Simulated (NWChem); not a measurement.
**CH4N2O (urea): levels of theory compared**

Aim: a comparison of 6 runs (BP86/6-311G(2df,2pd), BP86/6-31G, BP86/6-31G*, BP86/STO-3G, BP86/3-21G, BP86/6-31G**) of CH4N2O (urea). 

The results are computed with NWChem 7.3.0.

1 further run of the same task is left out (set aside as unsound or not needed).

**1. The system as given**

The species is CH4N2O (8 atoms), meant as a singlet with charge 0. As SMILES, `NC(N)=O`. Geometry: relaxed at PBE0-D4/def2-TZVP. This is one conformer, not always the lowest.

Bond lengths: N1–C2 1.376 Å, C2–N3 1.376 Å, C2–O4 1.211 Å, N1–H5 1.006 Å, N1–H6 1.006 Å, N3–H7 1.006 Å, N3–H8 1.006 Å. Angles: N1–C2–N3 114.1°, N1–C2–O4 122.9°, N3–C2–O4 122.9°, C2–N1–H5 113.4°, C2–N1–H6 118.4°, C2–N3–H7 113.4°, C2–N3–H8 118.4°, H5–N1–H6 115.2°, H7–N3–H8 115.2°.

**2. Energy and gradient at BP86/6-311G(2df,2pd) (run 1)**

File ch4n2o.nw:

```
start ch4n2o
title "CH4N2O gradient"
memory total 2200 mb
geometry noautosym nocenter noautoz
   N       -0.091180       1.153200      -0.236100
   C       -0.242410      -0.206120      -0.390990
   N        0.326430      -0.953280       0.615330
   O       -0.825140      -0.701360      -1.330440
   H       -0.670530       1.692970      -0.856600
   H       -0.003880       1.521090       0.696140
   H        0.387130      -1.933960       0.399490
   H        1.119580      -0.572540       1.103170
end
basis "ao basis" spherical bse
   * library "6-311G(2df,2pd)"
end
dft
   xc becke88 perdew86
   grid fine
   convergence energy 1e-08
   maxiter 100
   mulliken
   print low
end
task dft gradient
```

Launch:

```bash
nwchem ch4n2o.nw > ch4n2o.out
```

Output:

```text
[...]
 d= 0,ls=0.0,diis     1   -225.2171780902 -3.49D+02  1.56D-02  1.55D+00    10.8
[...]
 d= 0,ls=0.0,diis    11   -225.3561595266 -1.36D-09  4.43D-08  3.42D-10   105.4
         Total DFT energy =     -225.356159526553
      One electron energy =     -552.786009726677
           Coulomb energy =      232.596757560849
    Exchange-Corr. energy =      -29.444105912894
 Nuclear repulsion energy =      124.277198552168
[...]
                         DFT ENERGY GRADIENTS
    atom               coordinates                        gradient
                 x          y          z           x          y          z
   1 N      -0.172305   2.179232  -0.446164   -0.006064  -0.006535   0.000668
   2 C      -0.458088  -0.389510  -0.738864   -0.002902  -0.002504  -0.004725
   3 N       0.616863  -1.801438   1.162805    0.001169   0.002387  -0.008537
   4 O      -1.559289  -1.325378  -2.514167    0.011251   0.009573   0.018162
   5 H      -1.267118   3.199249  -1.618739    0.004364  -0.004026   0.004020
   6 H      -0.007332   2.874443   1.315514   -0.000300  -0.003717  -0.007086
   7 H       0.731570  -3.654654   0.754927   -0.000931   0.006952   0.001517
   8 H       2.115699  -1.081944   2.084689   -0.006589  -0.002130  -0.004019
 Task  times  cpu:      140.9s     wall:      140.9s
 Total times  cpu:      141.0s     wall:      141.0s
```

Wall time 2.4 min (1 thread of Intel Xeon Platinum 8259CL at 2.50GHz (Skylake/Cascade Lake), shared host); peak memory 0.14 GiB.

**3. Energy and forces at BP86/6-31G (run 2)**

File ch4n2o.nw:

```
start ch4n2o
memory 2200 mb

geometry units angstroms noautosym nocenter noautoz
 N       -0.091180       1.153200      -0.236100
 C       -0.242410      -0.206120      -0.390990
 N        0.326430      -0.953280       0.615330
 O       -0.825140      -0.701360      -1.330440
 H       -0.670530       1.692970      -0.856600
 H       -0.003880       1.521090       0.696140
 H        0.387130      -1.933960       0.399490
 H        1.119580      -0.572540       1.103170
end

basis "ao basis" spherical bse
 * library 6-31G
end

dft
 xc becke88 perdew86
 grid fine
 convergence energy 1e-08
 maxiter 100
 mulliken
 print low
end

task dft gradient
```

Launch:

```bash
nwchem ch4n2o.nw > ch4n2o.out
```

Output:

```text
[...]
 d= 0,ls=0.0,diis     1   -225.0421657926 -3.49D+02  9.63D-02  1.26D+00     1.0
[...]
 d= 0,ls=0.0,diis    10   -225.1971159526 -5.97D-09  1.46D-06  4.84D-09     7.1
         Total DFT energy =     -225.197115952632
      One electron energy =     -552.202877290160
           Coulomb energy =      232.133351080504
    Exchange-Corr. energy =      -29.404788295144
 Nuclear repulsion energy =      124.277198552168
[...]
                         DFT ENERGY GRADIENTS
    atom               coordinates                        gradient
                 x          y          z           x          y          z
   1 N      -0.172305   2.179232  -0.446164    0.002467  -0.011092  -0.004389
   2 C      -0.458088  -0.389510  -0.738864   -0.022086  -0.018807  -0.035648
   3 N       0.616863  -1.801438   1.162805   -0.008981   0.005569  -0.006094
   4 O      -1.559289  -1.325378  -2.514167    0.036472   0.031008   0.058822
   5 H      -1.267118   3.199249  -1.618739    0.002379  -0.008161   0.008973
   6 H      -0.007332   2.874443   1.315514   -0.004487  -0.006923  -0.010262
   7 H       0.731570  -3.654654   0.754927    0.002204   0.012063  -0.001581
   8 H       2.115699  -1.081944   2.084689   -0.007968  -0.003656  -0.009821
 Task  times  cpu:        8.9s     wall:        8.9s
 Total times  cpu:        9.0s     wall:        9.0s
```

Wall time 9.6 s (1 thread of Intel Xeon Platinum 8259CL at 2.50GHz (Skylake/Cascade Lake), shared host); peak memory 0.11 GiB.

Runs 3 to 5 aren't shown in full; the table further down has their settings and results.

**4. Energy and gradient at BP86/6-31G(d,p) (spherical functions) (run 6)**

File struct.nw:

```
start struct
title "CH4N2O"
memory 2200 mb

geometry noautosym nocenter noautoz
  N       -0.091180       1.153200      -0.236100
  C       -0.242410      -0.206120      -0.390990
  N        0.326430      -0.953280       0.615330
  O       -0.825140      -0.701360      -1.330440
  H       -0.670530       1.692970      -0.856600
  H       -0.003880       1.521090       0.696140
  H        0.387130      -1.933960       0.399490
  H        1.119580      -0.572540       1.103170
end

basis spherical bse
  * library 6-31G**
end

dft
  xc becke88 perdew86
  grid fine
  convergence energy 1e-08
  maxiter 100
  mulliken
  noprint "final vectors analysis"
end

task dft gradient
```

Launch:

```bash
nwchem struct.nw > struct.out
```

Output:

```text
[...]
          Wavefunction type:  closed shell.
          No. of atoms     :     8
          No. of electrons :    32
[...]
          Charge           :     0
          Spin multiplicity:     1
[...]
          AO basis - number of functions:    76
[...]
              XC Information
              --------------
                    Becke 1988 Exchange Functional  1.000
                Perdew 1981 Correlation Functional  1.000 local
                Perdew 1986 Correlation Functional  1.000 non-local
[...]
 d= 0,ls=0.0,diis     1   -225.1382693542 -3.49D+02  3.81D-02  1.18D+00     1.9
[...]
 d= 0,ls=0.0,diis    11   -225.2713032753 -2.80D-10  7.42D-08  7.84D-11    16.2
         Total DFT energy =     -225.271303275317
      One electron energy =     -552.640377718740
           Coulomb energy =      232.508313788170
    Exchange-Corr. energy =      -29.416437896915
 Nuclear repulsion energy =      124.277198552168
[...]
  wavefunction    = closed shell
                         DFT ENERGY GRADIENTS
    atom               coordinates                        gradient
                 x          y          z           x          y          z
   1 N      -0.172305   2.179232  -0.446164   -0.008500  -0.008878   0.000072
   2 C      -0.458088  -0.389510  -0.738864   -0.006434  -0.005507  -0.010417
   3 N       0.616863  -1.801438   1.162805    0.001111   0.002611  -0.011963
   4 O      -1.559289  -1.325378  -2.514167    0.018286   0.015553   0.029504
   5 H      -1.267118   3.199249  -1.618739    0.005899  -0.005102   0.005745
   6 H      -0.007332   2.874443   1.315514   -0.000426  -0.005052  -0.009766
   7 H       0.731570  -3.654654   0.754927   -0.000892   0.009365   0.002329
   8 H       2.115699  -1.081944   2.084689   -0.009045  -0.002990  -0.005504
[...]
```

Wall time 21 s (1 thread of Intel Xeon Platinum 8259CL at 2.50GHz (Skylake/Cascade Lake), shared host); peak memory 0.12 GiB.

**5. Overview of the runs**

| run | level | energy (Eh) | largest force (eV/Å) | wall time |
| --- | --- | --- | --- | --- |
| 1 | BP86/6-311G(2df,2pd) | -225.356160 | 1.204 | 2.4 min |
| 2 | BP86/6-31G | -225.197116 | 3.900 | 9.6 s |
| 3 | BP86/6-31G* (spherical functions) | -225.258513 | 1.958 | 18 s |
| 4 | BP86/STO-3G | -222.223723 | 5.752 | 6 s |
| 5 | BP86/3-21G | -224.016020 | 3.364 | 8.1 s |
| 6 | BP86/6-31G** (spherical functions) | -225.271303 | 1.956 | 21 s |

**6. Outcome**

```
                       quantity          value
            run 6: total energy  -225.27130 Eh
           run 6: dipole moment         3.56 D
run 6: largest force on an atom     1.956 eV/Å
```

What this shows: Over runs 4, 5, 6 the dipole moment (its size) runs from 2.54 D (BP86/STO-3G) to 3.56 D (BP86/6-31G**). In run 4 the basis is minimal, so the values are rough. All runs together took 3.4 min, the longest 2.4 min.
